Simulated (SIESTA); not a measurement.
CuAu:

```
CELL_PARAMETERS angstrom
2.81075 0.00000 0.00000
0.00000 2.81075 0.00000
0.00000 0.00000 3.68500
ATOMIC_POSITIONS crystal
Au 0.00000 0.00000 0.00000
Cu 0.50000 0.50000 0.50000
```

Base run:

* Program: SIESTA 5.4.2
* Functional: PBEsol
* Potentials or basis: PseudoDojo 0.4 standard (PBEsol files)
* Basis: DZP (energy shift 0.003 Ry; two zetas on semicore shells)
* Grid cutoff: 800 Ry
* Energy shift: 0.003 Ry
* k mesh: 9 × 9 × 7
* Occupations: fermi-dirac, width 0.05 eV
* Spin: no spin polarisation

Its results: band gap on the k mesh none (metal or under the smearing width); pressure -3.5 GPa.

**Question.** After a change of settings the same cell gave: band gap on the k mesh none (metal or under the smearing width); pressure -2.5 GPa. Which change was it?
A. functional from PBEsol to PW91; potentials or basis from PseudoDojo 0.4 standard (PBEsol files) to PseudoDojo 0.4 standard (PBE files)
B. functional from PBEsol to AM05
C. functional from PBEsol to WC
D. functional from PBEsol to LDA; potentials or basis from PseudoDojo 0.4 standard (PBEsol files) to PseudoDojo 0.4 standard (LDA files)

**Answer.** C.

Caveats: short orbitals over semicore shells can move pressures by several GPa; the basis of atomic orbitals isn't converged, which shifts pressures, moduli and gaps; the potentials were made for another functional, which shifts forces and pressure (some runs).

Runs at the PBE level aren't shown here.
